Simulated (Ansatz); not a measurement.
**Bi4Te: competing structures**

Theory: DFT PBE, scalar-relativistic, plane waves, PAW (Ansatz). All cells share a 420 eV cutoff and Γ-centred k meshes spaced at most about 0.3 Å⁻¹ (about 0.25 or finer for metals, 2π included). No spin polarisation.

Formation energies are uncorrected and refer to the elements' standard structures at the same level.

Temperature and zero-point effects are left out. Larger cells and other orderings weren't all tried, so the list isn't exhaustive. Spin–orbit coupling, which can matter for Bi and Te, is left out. The reference form of Te is held partly by dispersion forces, which this level lacks.

Invented guesses were relaxed alike, and ends that match in structure were merged. ΔE counts from the first row. Coordination counts Bi atoms around Te (those within 1.25 times the shortest such distance or 1.15 times the sum of covalent radii, 1.27 where that leaves under three; the shortest distance is added where it exceeds 1.18 times the sum of covalent radii). The ends were matched against large subsets of the Crystallography Open Database and the Materials Project, so a missing match doesn't prove that a structure is unreported.

| # | reached from | type and space group | atoms | Å³/atom | coordination | ΔE (meV/atom) | gap on mesh (eV) | in databases |
| --- | --- | --- | --- | --- | --- | --- | --- | --- |
| 1 | random cell | P6/mmm (No. 191) | 5 | 35.9 | Te 12 from 3.6 Å | 0 | 0.00 | no match |
| 2 | random cell | R32 (No. 155) | 5 | 42.4 | Te 3 | 94 | 0.00 | no match |
| 3 | Hg4Pt type (Im-3m) | Im-3m (No. 229) | 5 | 37.9 | Te 8 | 201 | 0.00 | no match |
| 4 | SnI4 type (P-43m) | P-43m (No. 215) | 5 | 41.2 | Te 4 | 246 | 0.00 | no match |

The lowest: Space group P6/mmm (No. 191), hexagonal, a = 5.614 Å, c = 6.584 Å. Around Bi lie 5 Bi at 3.24–3.31 Å and 3 Te at 3.63 Å; Te is surrounded by 12 Bi at 3.63 Å. Its energy over the elements is +0.11 eV/atom. The separate elements lie lower, so it is unstable against them. An observed structure of this formula, if there is one, may be missing.

```cif
data_structure
_symmetry_space_group_name_H-M 'P 1'
_symmetry_Int_Tables_number 1
_cell_length_a 5.6137
_cell_length_b 5.6137
_cell_length_c 6.5838
_cell_angle_alpha 90.000
_cell_angle_beta 90.000
_cell_angle_gamma 120.000
_cell_volume 179.69
loop_
_atom_site_label
_atom_site_type_symbol
_atom_site_fract_x
_atom_site_fract_y
_atom_site_fract_z
_atom_site_occupancy
Bi1 Bi 0.33333 0.66667 0.75104 1
Bi2 Bi 0.33333 0.66667 0.24896 1
Bi3 Bi 0.66667 0.33333 0.24896 1
Bi4 Bi 0.66667 0.33333 0.75104 1
Te1 Te 0.00000 0.00000 0.00000 1
```

The second: Space group R32 (No. 155), trigonal, a = 6.845 Å, c = 15.657 Å. Bi on a site of symmetry 32 has 6 Bi at 3.30 Å; around Bi on a site of symmetry 2 lie 1 Te at 3.02 Å, 6 Bi at 3.30–3.49 Å and 1 Te at 3.82 Å; around Te lie 3 Bi at 3.02 Å and 3 Bi at 3.82 Å. Counting Bi atoms around Te, the first has Te 12 from 3.6 Å and the second has Te 3. Cells relaxed within their symmetry can be saddle points. Some candidate types were left out of the draw beforehand, so a known form may be missing.
